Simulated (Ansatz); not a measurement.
## Phonons of BP (F-43m)

```xyz
2
Lattice="0.0000 2.2601 2.2601 2.2601 0.0000 2.2601 2.2601 2.2601 0.0000" Properties=species:S:1:pos:R:3 pbc="T T T"
B     0.0000    0.0000    0.0000
P     3.3901    3.3901    3.3901
```

Computed, not measured; unless marked otherwise by PBEsol, all-electron LAPW in Ansatz 0.2.0, scalar-relativistic. k mesh 8×8×8, fixed occupations, basis error target 1 meV/atom. The cell was relaxed by PAW under this functional.

Atoms are displaced by 0.01 Å in the smallest supercells that hold the wave vectors of a 2×2×2 mesh. Negative values stand for unstable modes. The zone centre has no LO-TO term.

What are the phonon energies at the solved wave vectors, in THz?

| q | point | modes (THz) |
| --- | --- | --- |
| 0.000 0.000 0.000 | Gamma | 24.32 (×3) |
| 0.500 0.000 0.000 | L | 6.57 (×2), 15.31, 22.88, 23.15 (×2) |
| 0.500 0.500 0.000 | X | 9.17 (×2), 15.88, 21.54 (×2), 23.75 |

Is the structure dynamically stable at these wave vectors?

Yes, no mode is unstable there; wave vectors off this mesh aren't tested.

How do the optical zone-centre modes decompose, and which are active?

Point group -43m: Γ_opt = T2.

| label | THz | activity | mostly |
| --- | --- | --- | --- |
| T2 | 24.32 | IR and Raman | B (74 %) |

How well do frozen-core PAW files reproduce these all-electron values?

With a cutoff of 420 eV and displacements of 0.0025 Å, the r.m.s. difference over the modes is 0.2 cm⁻¹; the largest difference is 763.4 (PAW) against 763.0 cm⁻¹ (LAPW).

The cell is scaled evenly to 22.742 and 23.435 Å³ (from 23.088), with free atoms relaxed and the shape held. What are the mode Grüneisen parameters γ = −d ln ω/d ln V?

For the highest mode, 823.6 cm⁻¹ in the small cell and 799.2 in the large one give γ ≈ 1.00. From the change of the dynamical matrix on each mode:

| point | cm⁻¹ | γ |
| --- | --- | --- |
| Gamma | 811.3 | 1.00 |
| L | 219.2 | -0.27 |
| L | 510.8 | 1.02 |
| L | 763.0 | 1.09 |
| L | 772.1 | 1.20 |
| X | 306.0 | -0.21 |
| X | 529.6 | 0.93 |
| X | 718.4 | 1.45 |
| X | 792.3 | 1.03 |

Weighted by the modes' heat capacities at 300 K, the mean on this mesh is 0.46; it moves with the q mesh, and a coarse one overweights the zone boundary. Rows under −0.05 (2 here) are modes that soften under compression and pull towards negative thermal expansion.

Linear response on PAW files adds the field. What are the dielectric tensor, the Born charges and the LO shift?

ε∞ = (9.30, 9.30, 9.30) along x, y, z with local fields. Born charges (xx, yy, zz): B1 (-0.56, -0.56, -0.56); P2 (0.56, 0.56, 0.56). The highest zone-centre mode lies at 811.4 cm⁻¹ without the macroscopic field and at 817.0 cm⁻¹ with it, for q along x. Lyddane-Sachs-Teller then gives ε₀ = ε∞ (ω_LO/ω_TO)² = 9.43. With the ions free to follow the field, the program's ε₀ is (9.43, 9.43, 9.43).

Keep in mind: the frozen-core PAW files of the compared runs were fitted under PBE, their cores solved anew for this functional; field response not resolved by the mesh; semilocal gaps are low, and ε∞ tends to come out large.
